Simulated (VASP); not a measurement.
# MgO (P-6m2) in VASP: notebook

The runs below take MgO through single point, with PBE.

All numbers are computed with VASP 6.6.1; they aren't measurements. Logs are shortened: lines on timing, memory, paths and dates and some standing lists are left out, and cuts for length are marked.

## (1) The structure

Symmetry: P-6m2, No. 187, hexagonal system. The conventional cell has a = 2.938 Å, b = 2.938 Å, c = 2.680 Å, α = 90.00°, β = 90.00°, γ = 120.00°. Mg (site symmetry -6m2) is surrounded by 6 O at 2.16 Å. O (site symmetry -6m2) is surrounded by 6 Mg at 2.16 Å.

Measurements of this composition are mostly on another form, of space group No. 225.

## (2) Single point, PBE

File INCAR:

```
ADDGRID = False
ALGO = Normal
EDIFF = 1E-7
ENCUT = 600
GGA = PE
ISIF = 2
ISMEAR = 0
LASPH = True
LCHARG = False
LREAL = False
LWAVE = False
NELM = 100
PREC = Accurate
SIGMA = 0.05
```

File KPOINTS:

```
k-points
0
Gamma
  11 11 10
```

File POSCAR:

```
MgO
1.0
    2.9380209034      0.0000000000      0.0000000000
   -1.4690104517      2.5444007392      0.0000000000
    0.0000000000      0.0000000000      2.6796800000
Mg O
1 1
Direct
   -0.0050010000     -0.0013850000      0.0023980000
    0.2972290000      0.6917140000      0.5132270000
```

Potentials or basis: VASP PAW PBE potentials, release 64 (Mg, O_h).

Started as:

```sh
> cat potpaw_PBE.64/Mg/POTCAR potpaw_PBE.64/O_h/POTCAR > POTCAR
> mpirun -np 1 vasp_std > vasp.out
```

OUTCAR:

```text
EDIFF = 1E-7
   ENCUT = 600
   GGA = PE
   ISIF = 2
   ISMEAR = 0
   LASPH = True
   LREAL = False
   NELM = 100
   PREC = Accurate

 Found    606 irreducible k-points:

 Following reciprocal coordinates:
            Coordinates               Weight
  0.000000  0.000000  0.000000      1.000000
  0.090909  0.000000  0.000000      2.000000
  0.000000  0.090909  0.000000      2.000000
 -0.090909  0.090909  0.000000      2.000000
  0.181818  0.000000  0.000000      2.000000
  0.000000  0.181818  0.000000      2.000000
   k-points           NKPTS =    606   k-points in BZ     NKDIM =    606   number of bands    NBANDS=      8
   number of dos      NEDOS =    301   number of ions     NIONS =      2
   total plane-waves  NPLWV =  13824
   dimension x,y,z NGX =    24 NGY =   24 NGZ =   24
   dimension x,y,z NGXF=    48 NGYF=   48 NGZF=   48
   ions per type =               1   1
   NGX,Y,Z   is equivalent  to a cutoff of  13.58, 13.58, 14.89 a.u.
   NGXF,Y,Z  is equivalent  to a cutoff of  27.16, 27.16, 29.78 a.u.
 SYSTEM =  unknown system
   PREC   = accura    normal or accurate (medium, high low for compatibility)
   ISTART =      0    job   : 0-new  1-cont  2-samecut
   ICHARG =      2    charge: 1-file 2-atom 10-const
   ISPIN  =      1    spin polarized calculation?
   LNONCOLLINEAR =      F non collinear calculations
   LSORBIT =      F    spin-orbit coupling
   LASPH  =      T    aspherical Exc in radial PAW
   ENCUT  =  600.0 eV  44.10 Ry    6.64 a.u.   5.87  5.87  5.35*2*pi/ulx,y,z
   NELM   =    100;   NELMIN=  2; NELMDL= -5     # of ELM steps
   EDIFF  = 0.1E-06   stopping-criterion for ELM
   LREAL  =      F    real-space projection
   EDIFFG = 0.1E-05   stopping-criterion for IOM
   NSW    =      0    number of steps for IOM
   IBRION =     -1    ionic relax: 0-MD 1-quasi-New 2-CG
   NFREE  =      0    steps in history (QN), initial steepest desc. (CG)
   ISIF   =      2    stress and relaxation
   ISYM   =      2    0-nonsym 1-usesym 2-fastsym
   POTIM  = 0.5000    time-step for ionic-motion
   TEBEG  =    0.0;   TEEND  =   0.0 temperature during run
   PSTRESS=    0.0 pullay stress
   NELECT =       8.0000    total number of electrons
   NUPDOWN=      -1.0000    fix difference up-down
   EMIN   =  10.00;   EMAX   =-10.00  energy-range for DOS
   EFERMI =   0.00;   METHOD = LEGACY
   ISMEAR =     0;   SIGMA  =   0.05  broadening in eV -4-tet -1-fermi 0-gaus
   EFERMI_NEDOS =   21; number of points for ismear=-14 and -15
   IALGO  =     38    algorithm
   IMIX   =      4    mixing-type and parameters
     AMIX     =   0.40;   BMIX     =  1.00
     AMIX_MAG =   1.60;   BMIX_MAG =  1.00
  volume/ion in A,a.u.               =      10.02        67.59
  Fermi-wavevector in a.u.,A,eV,Ry     =   1.205583  2.278221 19.775115  1.453430
  Thomas-Fermi vector in A             =   2.341275
   LORBIT       =      0    0 simple, 1 ext, 2 COOP (PROOUT), +10 PAW based schemes
   GGA     = PE    functional components
   LHFCALC =     F    Hartree Fock is set to
   AEXX    =    0.0000 exact exchange contribution
   IVDW    =     0    specifies the selected vdW correction
   LEPSILON=     F    determine dielectric tensor
   LRPA    =     F    only Hartree local field effects (RPA)
 non-spin polarized calculation
 Gauss-broadening in eV      SIGMA  =   0.05
  energy-cutoff  :      600.00
  volume of cell :       20.03
 maximum number of plane-waves:       683
   NGX = 11   NGY = 11   NGZ = 11

 number of electron       7.9999998 magnetization

 Free energy of the ion-electron system (eV)
  ---------------------------------------------------
  ext. energy  EPLUGINS =         0.00000000
  ---------------------------------------------------
  free energy    TOTEN  =       -11.09592458 eV

  energy without entropy =      -11.09592458  energy(sigma->0) =      -11.09592458

 E-fermi :   3.9908     XC(G=0): -10.7363

 val. band max:        3.7684235275   @ k =   0.0000   0.0000   0.5000
 cond. band min:       6.6177689307   @ k =   0.0000   0.0000   0.0000
 fundamental gap:      2.8493454032
 Fermi energy:         3.9907842773

 k-point     1 :       0.0000    0.0000    0.0000
  band No.  band energies     occupation
      1     -13.8621      2.00000
      2       3.0394      2.00000
      3       3.2049      2.00000
      4       3.2933      2.00000
      5       6.6178      0.00000
      6      15.5633      0.00000
      7      19.1026      0.00000
      8      19.4515      0.00000

 k-point     2 :       0.0909    0.0000    0.0000
  band No.  band energies     occupation
      1     -13.7914      2.00000
      2       2.5676      2.00000
      3       3.0160      2.00000
      4       3.3215      2.00000
      5       7.1830      0.00000
      6      15.5741      0.00000
      7      18.3722      0.00000
      8      19.5685      0.00000

 k-point     3 :       0.0000    0.0909    0.0000
  band No.  band energies     occupation
      1     -13.7913      2.00000
      2       2.5600      2.00000
      3       3.0252      2.00000
      4       3.3212      2.00000
      5       7.1803      0.00000
      6      15.5782      0.00000
      7      18.3406      0.00000
      8      19.6005      0.00000

 k-point     4 :      -0.0909    0.0909    0.0000
  band No.  band energies     occupation
      1     -13.7902      2.00000
      2       2.4772      2.00000
      3       3.1327      2.00000
      4       3.3180      2.00000
      5       7.1385      0.00000
      6      15.6021      0.00000
      7      18.2270      0.00000
      8      19.6621      0.00000

 k-point     5 :       0.1818    0.0000    0.0000
  band No.  band energies     occupation
      1     -13.5949      2.00000
      2       1.4380      2.00000
      3       2.8468      2.00000
      4       3.3999      2.00000
      5       8.2777      0.00000
      6      15.2277      0.00000
      7      17.6142      0.00000
      8      20.0656      0.00000

 k-point     6 :       0.0000    0.1818    0.0000
  band No.  band energies     occupation
      1     -13.5945      2.00000
      2       1.4325      2.00000
      3       2.8553      2.00000
      4       3.3989      2.00000
      5       8.2701      0.00000
      6      15.2351      0.00000
      7      17.5871      0.00000
      8      20.0927      0.00000

 [... further k-points ...]

------------------------ aborting loop because EDIFF is reached ----------------------------------------

  FORCE on cell =-STRESS in cart. coord.  units (eV):
  Direction    XX          YY          ZZ          XY          YZ          ZX
  --------------------------------------------------------------------------------------
  -------------------------------------------------------------------------------------
  Total       -3.4266315     -3.5182064     -3.3258863     -0.0711804      0.0571294     -0.1038716
  in kB     -274.0656806   -281.3899367   -266.0079692     -5.6930867      4.5692707     -8.3077658
  external PRESSURE =    -273.8211955 kB  Pullay stress =       0.0000000 kB

 VOLUME and BASIS-vectors are now :
 -----------------------------------------------------------------------------
  energy-cutoff  :      600.00
  volume of cell :       20.03
      direct lattice vectors                 reciprocal lattice vectors
     2.938020903  0.000000000  0.000000000     0.340365175  0.196509926  0.000000000
    -1.469010452  2.544400739  0.000000000     0.000000000  0.393019851  0.000000000
     0.000000000  0.000000000  2.679680000     0.000000000  0.000000000  0.373178887

 POSITION                                       TOTAL-FORCE (eV/Angst)
 -----------------------------------------------------------------------------------
      1.45635      2.54088      0.00643        -0.570073      0.315142      0.124769
     -0.14287      1.76000      1.37528         0.570073     -0.315142     -0.124769
 -----------------------------------------------------------------------------------
    total drift:                                0.000850      0.000891      0.000841

  FREE ENERGIE OF THE ION-ELECTRON SYSTEM (eV)
  ---------------------------------------------------
  free  energy   TOTEN  =       -11.0959245825 eV

  energy  without entropy=      -11.0959245825  energy(sigma->0) =      -11.09592458
```

Run time: 83 s. Hardware: 1 thread of AMD EPYC 7R13 (Zen 3), shared host; peak memory 0.23 GiB.

The run converged, but a check on its numbers failed (symmetry, net force, bounds or a known fault of this set-up), so they aren't taken as properties of the crystal.

Caveat: the cutoff lies under the usual one of these potentials, so the numbers hold a large basis-set error; an odd mesh through Γ misses points on the zone boundary, where band edges often lie.

## (3) Single point, PBE

INCAR, as its differences from that of step 2:

```diff
@@ -3,3 +3,3 @@
 EDIFF = 1E-7
-ENCUT = 600
+ENCUT = 1400
 GGA = PE
```

File KPOINTS:

```
k-points
0
Gamma
  8 8 7
```

File POSCAR:

```
MgO
1.0
    2.9380209034      0.0000000000      0.0000000000
   -1.4690104517      2.5444007392      0.0000000000
    0.0000000000      0.0000000000      2.6796800000
Mg O
1 1
Direct
    0.0000000000      0.0000000000      0.0000000000
    0.3333333333      0.6666666667      0.5000000000
```

Potentials or basis: VASP PAW PBE potentials, release 64 (Mg, O_h).

Started as:

```sh
> cat potpaw_PBE.64/Mg/POTCAR potpaw_PBE.64/O_h/POTCAR > POTCAR
> mpirun -np 1 vasp_std > vasp.out
```

OUTCAR:

```text
EDIFF = 1E-7
   ENCUT = 1400
   GGA = PE
   ISIF = 2
   ISMEAR = 0
   LASPH = True
   LREAL = False
   NELM = 100
   PREC = Accurate

 Found     40 irreducible k-points:

 Following reciprocal coordinates:
            Coordinates               Weight
  0.000000  0.000000  0.000000      1.000000
  0.125000  0.000000  0.000000      6.000000
  0.250000  0.000000  0.000000      6.000000
  0.375000  0.000000  0.000000      6.000000
  0.500000  0.000000  0.000000      3.000000
[... 143 lines left out ...]

------------------------ aborting loop because EDIFF is reached ----------------------------------------

  FORCE on cell =-STRESS in cart. coord.  units (eV):
  Direction    XX          YY          ZZ          XY          YZ          ZX
  --------------------------------------------------------------------------------------
  -------------------------------------------------------------------------------------
  Total       -0.0988809     -0.0988809     -0.1083388      0.0000000      0.0000000      0.0000000
  in kB       -7.9085995     -7.9085995     -8.6650575      0.0000000      0.0000000      0.0000000
  external PRESSURE =      -8.1607522 kB  Pullay stress =       0.0000000 kB

 VOLUME and BASIS-vectors are now :
 -----------------------------------------------------------------------------
  energy-cutoff  :     1400.00
  volume of cell :       20.03
      direct lattice vectors                 reciprocal lattice vectors
     2.938020903  0.000000000  0.000000000     0.340365175  0.196509926  0.000000000
    -1.469010452  2.544400739  0.000000000     0.000000000  0.393019851  0.000000000
     0.000000000  0.000000000  2.679680000     0.000000000  0.000000000  0.373178887

 POSITION                                       TOTAL-FORCE (eV/Angst)
 -----------------------------------------------------------------------------------
      0.00000      0.00000      0.00000        -0.000000      0.000000      0.000000
     -0.00000      1.69627      1.33984         0.000000      0.000000      0.000000
 -----------------------------------------------------------------------------------
    total drift:                                0.000000     -0.000000     -0.000000

  FREE ENERGIE OF THE ION-ELECTRON SYSTEM (eV)
  ---------------------------------------------------
  free  energy   TOTEN  =       -11.2386555635 eV

  energy  without entropy=      -11.2386555635  energy(sigma->0) =      -11.23865556
```

OSZICAR:

```text
N       E                     dE             d eps       ncg     rms          rms(c)
DAV:   1     0.642845647812E+02    0.64285E+02   -0.80082E+03   640   0.201E+03
DAV:   2    -0.721864554773E+01   -0.71503E+02   -0.68442E+02   856   0.210E+02
DAV:   3    -0.129321524318E+02   -0.57135E+01   -0.57135E+01   704   0.782E+01
DAV:   4    -0.129795591780E+02   -0.47407E-01   -0.47407E-01  1128   0.731E+00
DAV:   5    -0.129795752270E+02   -0.16049E-04   -0.16049E-04   728   0.105E-01    0.755E+00
DAV:   6    -0.112906151669E+02    0.16890E+01   -0.11145E+01   728   0.229E+01    0.248E+00
DAV:   7    -0.112568619248E+02    0.33753E-01   -0.97539E-02   736   0.423E+00    0.141E+00
DAV:   8    -0.112390253887E+02    0.17837E-01   -0.43550E-02   728   0.357E+00    0.289E-01
DAV:   9    -0.112387680927E+02    0.25730E-03   -0.24029E-04  1088   0.194E-01    0.223E-01
DAV:  10    -0.112386559270E+02    0.11217E-03   -0.14133E-03   712   0.416E-01    0.166E-02
DAV:  11    -0.112386547912E+02    0.11358E-05   -0.12286E-05   920   0.478E-02    0.743E-03
DAV:  12    -0.112386555224E+02   -0.73119E-06   -0.24107E-06   712   0.163E-02    0.703E-04
DAV:  13    -0.112386555635E+02   -0.41108E-07   -0.68403E-08   960   0.220E-03
   1 F= -.11238656E+02 E0= -.11238656E+02  d E =-.809230E-21
```

Run time: 23 s. Hardware: 1 thread of AMD EPYC 7R13 (Zen 3), shared host; peak memory 0.2 GiB.

These settings aren't checked as converged: the numbers below hold their error.

Results:

```
Free energy            : -11.2387 eV
Pressure               : -0.8 GPa
Band gap on the k mesh : 3.01 eV, indirect (least direct gap 3.40 eV)
```

Caveat: an odd mesh through Γ misses points on the zone boundary, where band edges often lie.

## (4) Single point, PBE

INCAR is that of step 3.

KPOINTS is that of step 3.

File POSCAR:

```
MgO
1.0
    2.9380209034      0.0000000000      0.0000000000
   -1.4690104517      2.5444007392      0.0000000000
    0.0000000000      0.0000000000      2.6796800000
Mg O
1 1
Direct
   -0.0050010000     -0.0013850000      0.0023980000
    0.2972290000      0.6917140000      0.5132270000
```

Started as:

```sh
> cat potpaw_PBE.64/Mg/POTCAR potpaw_PBE.64/O_h/POTCAR > POTCAR
> mpirun -np 1 vasp_std > vasp.out
```

Run time: 2 min. Hardware: 1 thread of AMD EPYC 7R13 (Zen 3), shared host; peak memory 0.33 GiB.

The run converged, but some of its settings lie outside the range that counts as converged, so its numbers aren't taken as properties of the crystal.

Results:

```
Free energy            : -11.1931 eV
Pressure               : 0.8 GPa
Largest force          : 0.669 eV/Å
Band gap on the k mesh : 2.96 eV, indirect (least direct gap 3.41 eV)
```

Caveat: an odd mesh through Γ misses points on the zone boundary, where band edges often lie.
